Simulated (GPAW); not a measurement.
# MoS2 in GPAW: single point with PBE

Aim: the single point of MoS2 with PBE.

Program: GPAW 26.7.0. These are calculated values, not measurements. Logs are shortened: lines on timing, memory, paths and dates and some standing lists are left out, and cuts for length are marked. The log counts tension as positive stress, the text compression.

### 1 The structure

The cell holds a slab with vacuum, 9 atoms: a = 3.184 Å, b = 3.184 Å, c = 28.387 Å, α = 90.00°, β = 90.00°, γ = 120.00°.

### 2 Single point, PBE

The input, run.py:

```python
from ase.dft.bandgap import bandgap
from ase.io import read, write
from ase.units import GPa
from gpaw import GPAW, PW

atoms = read('MoS2.xyz')

calc = GPAW(mode=PW(450),
            xc='PBE',
            kpts={'size': (8, 8, 1), 'gamma': True},
            occupations={'name': 'fermi-dirac', 'width': 0.05},
            nbands=67,
            maxiter=120,
            txt='gpaw.txt')
atoms.calc = calc
energy = atoms.get_potential_energy()
forces = atoms.get_forces()
stress = atoms.get_stress()
calc.write('gs.gpw')
write('result.traj', atoms)
print(f'Energy: {energy:.6f} eV')
print('Forces (eV/A):')
print(forces.round(4))
print('Stress (GPa):', (stress / GPa).round(3))
print('Fermi level:', round(calc.get_fermi_level(), 4), 'eV')
print(f'Gap: {bandgap(calc)[0]:.4f} eV, direct: {bandgap(calc, direct=True)[0]:.4f} eV')
```

The input, MoS2.xyz:

```xyz
9
Lattice="3.1840155185 0.0000000000 0.0000000000 -1.5920077592 2.7574383250 0.0000000000 0.0000000000 0.0000000000 28.3873198000" Properties=species:S:1:pos:R:3 pbc="T T T"
Mo    -0.0000000001      1.8382922168      6.4769862931
Mo    -0.0000000001      1.8382922168     21.9103335069
Mo     1.5920077594      0.9191461082      0.0000000000
S      1.5920077594      0.9191461082      4.9250038289
S      1.5920077594      0.9191461082     20.3590312029
S     -0.0000000001      1.8382922168     26.8355019823
S      1.5920077594      0.9191461082      8.0282885971
S      1.5920077594      0.9191461082     23.4623159711
S     -0.0000000001      1.8382922168      1.5518178177
```

Potentials or basis: GPAW PAW data sets (gpaw-data 1.2.1), pw.

Started as:

```sh
$ OMP_NUM_THREADS=1 python run.py
```

gpaw.txt:

```text
__  _  _
 | _ |_)|_||  |
 |__||  | ||/\| - 26.7.0

Input parameters:
  mode=PW(ecut=450.00000000000006),
  kpts=MonkhorstPack(size=(8, 8, 1), gamma=True),
  maxiter=120,
  nbands=67,
  occupations=Occupations(name='fermi-dirac', width=0.05),
  xc=XC(name='PBE')

Diagonalizing LCAO Hamiltonian
Converting LCAO to pw mode

        S

           S

        Mo

           S

           S

        Mo

           S

        S

           Mo

Atoms  # Å, Bohr magnetons
|   | symbol |         x |        y |         z |    initial magnetic moments |
|---|--------|-----------|----------|-----------|-----------------------------|
| 0 |     Mo | -0.000000 | 1.838292 |  6.476986 | ( 0.0000,  0.0000,  0.0000) |
| 1 |     Mo | -0.000000 | 1.838292 | 21.910334 | ( 0.0000,  0.0000,  0.0000) |
| 2 |     Mo |  1.592008 | 0.919146 |  0.000000 | ( 0.0000,  0.0000,  0.0000) |
| 3 |      S |  1.592008 | 0.919146 |  4.925004 | ( 0.0000,  0.0000,  0.0000) |
| 4 |      S |  1.592008 | 0.919146 | 20.359031 | ( 0.0000,  0.0000,  0.0000) |
| 5 |      S | -0.000000 | 1.838292 | 26.835502 | ( 0.0000,  0.0000,  0.0000) |
| 6 |      S |  1.592008 | 0.919146 |  8.028289 | ( 0.0000,  0.0000,  0.0000) |
| 7 |      S |  1.592008 | 0.919146 | 23.462316 | ( 0.0000,  0.0000,  0.0000) |
| 8 |      S | -0.000000 | 1.838292 |  1.551818 | ( 0.0000,  0.0000,  0.0000) |

Unit cell  # Å
| periodic |         x |        y |         z |   lengths |     angles |
|----------|-----------|----------|-----------|-----------|------------|
|      yes |  3.184016 | 0.000000 |  0.000000 |  3.184016 |  90.000000 |
|      yes | -1.592008 | 2.757438 |  0.000000 |  3.184016 |  90.000000 |
|      yes |  0.000000 | 0.000000 | 28.387320 | 28.387320 | 120.000000 |

Number of symmetries: 12
Symmetry operations  # r_c * U_cc + t_c -> r_c
|    | kind |            matrix            |
|----|------|------------------------------|
|  0 |  σ   |  1, 1, 0,  0,-1, 0,  0, 0, 1 |
|  1 |  C2  |  1, 1, 0,  0,-1, 0,  0, 0,-1 |
|  2 |  E   |  1, 0, 0,  0, 1, 0,  0, 0, 1 |
|  3 |  σ   |  1, 0, 0,  0, 1, 0,  0, 0,-1 |
|  4 |  C3  |  0, 1, 0, -1,-1, 0,  0, 0, 1 |
|  5 |  S3  |  0, 1, 0, -1,-1, 0,  0, 0,-1 |
|  6 |  σ   |  0,-1, 0, -1, 0, 0,  0, 0, 1 |
|  7 |  C2  |  0,-1, 0, -1, 0, 0,  0, 0,-1 |
|  8 |  σ   | -1, 0, 0,  1, 1, 0,  0, 0, 1 |
|  9 |  C2  | -1, 0, 0,  1, 1, 0,  0, 0,-1 |
| 10 |  C3  | -1,-1, 0,  1, 0, 0,  0, 0, 1 |
| 11 |  S3  | -1,-1, 0,  1, 0, 0,  0, 0,-1 |

BZ-sampling:
  Number of BZ points: 64
  Number of IBZ points: 10

  Monkhorst-Pack size: [8, 8, 1]
  Monkhorst-Pack shift: [0.0625, 0.0625, 0.0]

K-points  # in reciprocal-cell coordinates
|   |                                coordinates |     weight |
|---|--------------------------------------------|------------|
| 0 | (  0.00000000,   0.00000000,   0.00000000) | 0.01562500 |
| 1 | (  0.12500000,   0.00000000,   0.00000000) | 0.09375000 |
| 2 | (  0.25000000,  -0.12500000,   0.00000000) | 0.09375000 |
| 3 | (  0.25000000,   0.00000000,   0.00000000) | 0.09375000 |
| 4 | (  0.37500000,  -0.12500000,   0.00000000) | 0.18750000 |
| 5 | (  0.37500000,   0.00000000,   0.00000000) | 0.09375000 |
| 6 | (  0.37500000,   0.37500000,   0.00000000) | 0.09375000 |
| 7 | (  0.50000000,   0.25000000,   0.00000000) | 0.09375000 |
| 8 | (  0.50000000,   0.37500000,   0.00000000) | 0.18750000 |
| 9 | (  0.50000000,   0.50000000,   0.00000000) | 0.04687500 |

Plane wave coefficients: 5487
Cutoff: 450.00000000000006 eV

Spin-components: 1 (collinear spins)
Bands:           67
Projectors:      48
Spin-degeneracy: 2
Datatype:        complex128

Parallelization:
  kpt:    1
  domain: 1
  band:   1

Density:
  Valence electrons: 78.0
  Components: 1
  Grid points: [ 16  16 140]
  Charge: 0.0  # |e|

Potential:
  Grid points: [ 16  16 140]

species:
  Mo:
    name:    Molybdenum
    Z:       42.0
    valence: 14
    core:    28
    charge:  0.0  # [|e|]
    compensation charges:
      type: gauss
      rc: 0.38  # [Å]
      lmax: 2
    cutoffs:
      filter: 2.16  # [Å]
      core: 1.42  # [Å]
    projectors
    | kind |    occ | energy [eV] | rcut [Å] |
    |------|--------|-------------|----------|
    |   4s |  2.000 |     -64.307 |    1.238 |
    |   5s |  1.000 |      -4.084 |    1.238 |
    |   4p |  6.000 |     -38.491 |    1.296 |
    |   5p |  0.000 |      -1.044 |    1.296 |
    |   4d |  5.000 |      -3.754 |    1.296 |
    |    d |        |      23.458 |    1.296 |

    Using partial waves for Mo as LCAO basis

  S:
    name:    Sulfur
    Z:       16.0
    valence: 6
    core:    10
    charge:  0.0  # [|e|]
    compensation charges:
      type: gauss
      rc: 0.24  # [Å]
      lmax: 2
    cutoffs:
      filter: 1.77  # [Å]
      core: 1.66  # [Å]
    projectors
    | kind |    occ | energy [eV] | rcut [Å] |
    |------|--------|-------------|----------|
    |   3s |  2.000 |     -17.254 |    0.974 |
    |   3p |  4.000 |      -7.008 |    0.979 |
    |    s |        |       9.957 |    0.974 |
    |    p |        |      20.203 |    0.979 |
    |    d |        |       0.000 |    0.900 |

    Using partial waves for S as LCAO basis

Reference energy: -395547.937280  # eV

eigensolver:
  PPCG
  Converge bands: occupied
  niter=2

density mixing:
  MSR1-Mixer
  Pratt-step length: 0.05
  Maximum mixing coefficient: 0.75
  Old densities: 10
  SVD Regularization: 0.005
  Good broyden scale: 1.0
  Trust region scale: 1.0
  Backstep threshold: 4.0
  History deletion threshold: 6.0
  Fourier metric: weight=20.0, sigma=0.015

occupation numbers:
  Fermi-Dirac:
    width: 0.0500  # eV

poisson solver:
  ecut: 3600.0000000000005  # eV

xc functional:
  name: PBE with 2 nearest neighbor stencil

convergence criteria:
- Maximum [total energy] change in last 3 cyles: 0.0005 eV / valence electron
- Maximum integral of absolute [dens]ity change: 0.0001 electrons / valence electron
- Maximum integral of absolute [eigenst]ate change: 4e-08 eV^2 / valence electron
maximum number of iterations: 120

SCF iterations
|iter     | |      energy | eigst |  dens |
|---------|-|-------------|-------|-------|
|iter:   1| |  -70.831867 | +0.55 |       |
|iter:   2| |  -69.497220 | -0.81 | -0.96 |
|iter:   3| |  -66.662461 | -1.06 | -1.05 |
|iter:   4| |  -66.288981 | -1.46 | -1.36 |
|iter:   5| |  -66.477328 | -2.17 | -1.76 |
|iter:   6| |  -66.302512 | -2.41 | -1.82 |
|iter:   7| |  -66.284500 | -2.86 | -2.13 |
|iter:   8| |  -66.276339c| -3.55 | -2.41 |
|iter:   9| |  -66.276246c| -4.64 | -3.06 |
|iter:  10| |  -66.276252c| -5.57 | -3.45 |
|iter:  11| |  -66.276252c| -6.63 | -4.19c|
|iter:  12| |  -66.276252c| -7.68c| -4.67c|

Converged in 12 steps
Energy contributions relative to reference atoms: (reference = -395547.937280)

Energy contributions:
  Kinetic:          -3.165520
  Coulomb:         -15.829498
  Zero:             -0.529697
  External:          0.000000
  Xc:              -46.751537
  Entropy:          -0.000000
  Spinorbit:         0.000000
  ----------------------------
  Free energy:     -66.276252
  Extrapolated:    -66.276252

dipole moment: (0.564432, -0.325872, -106.259660)  # |e|*Ang

Fermi level: 3.769
Eigenvalues  # (at kpt = [0.000, 0.000, 0.000])
| band index |      eig [eV] | occ [0-2] |
|------------|---------------|-----------|
|          0 |       -58.197 |     2.000 |
|        ... |               |           |
|         31 |         1.198 |     2.000 |
|         32 |         1.198 |     2.000 |
|         33 |         1.204 |     2.000 |
|         34 |         1.204 |     2.000 |
|         35 |         1.548 |     2.000 |
|         36 |         2.544 |     2.000 |
|         37 |         2.908 |     2.000 |
|         38 |         3.177 |     2.000 |
|         39 |         5.471 |     0.000 |
|         40 |         5.471 |     0.000 |
|         41 |         5.478 |     0.000 |
|         42 |         5.478 |     0.000 |
|         43 |         5.482 |     0.000 |
|         44 |         5.482 |     0.000 |
|         45 |         5.722 |     0.000 |
|         46 |         5.722 |     0.000 |
|        ... |               |           |
|         66 |        13.511 |     0.000 |

Gap: 1.333 eV
Transition (v -> c):
  (s=0, k=0, n=38, [0.00, 0.00, 0.00]) -> (s=0, k=6, n=39, [0.38, 0.38, 0.00])
Direct/indirect transitions are different
Direct gap: 1.916 eV
Transition at: (s=0, k=6, n=38, [0.38, 0.38, 0.00])

Forces  # eV/Ang
|        x |        y |        z |
|----------|----------|----------|
| -0.00000 |  0.00000 |  0.00443 |  # Mo   0
| -0.00000 |  0.00000 | -0.00443 |  # Mo   1
|  0.00000 | -0.00000 |  0.00000 |  # Mo   2
|  0.00000 | -0.00000 | -0.17769 |  # S    3
| -0.00000 |  0.00000 | -0.22505 |  # S    4
| -0.00000 | -0.00000 | -0.17867 |  # S    5
|  0.00000 | -0.00000 |  0.22505 |  # S    6
|  0.00000 |  0.00000 |  0.17769 |  # S    7
|  0.00000 | -0.00000 |  0.17867 |  # S    8

Stress tensor  # eV/Ang^3
|         x |         y |         z |
|-----------|-----------|-----------|
| -0.002484 |  0.000000 |  0.000000 |
|  0.000000 | -0.002484 |  0.000000 |
|  0.000000 |  0.000000 | -0.008855 |

# Writing to gs.gpw (mode='')
```

Run time: 1.7 min. Hardware: 1 thread of Intel Xeon Platinum 8259CL at 2.50GHz (Skylake/Cascade Lake), shared host; peak memory 0.28 GiB.

Results:

```yaml
Free_energy: -66.2763 eV
Largest_force: 0.225 eV/Å
Band_gap_on_the_k_mesh: 1.33 eV, indirect (least direct gap 1.92 eV)
```

Forces in eV/Å, atoms in the order of the input:
```
Mo   0.000  0.000  0.004
Mo   0.000  0.000 -0.004
Mo   0.000  0.000  0.000
S    0.000  0.000 -0.178
S    0.000  0.000 -0.225
S    0.000  0.000 -0.179
S    0.000  0.000  0.225
S    0.000  0.000  0.178
S    0.000  0.000  0.179
```

Caveat: the cutoff is short for stress and forces, so pressures can be off by a GPa or more. A hybrid or GW would open this gap; PBE tends to underestimate it.
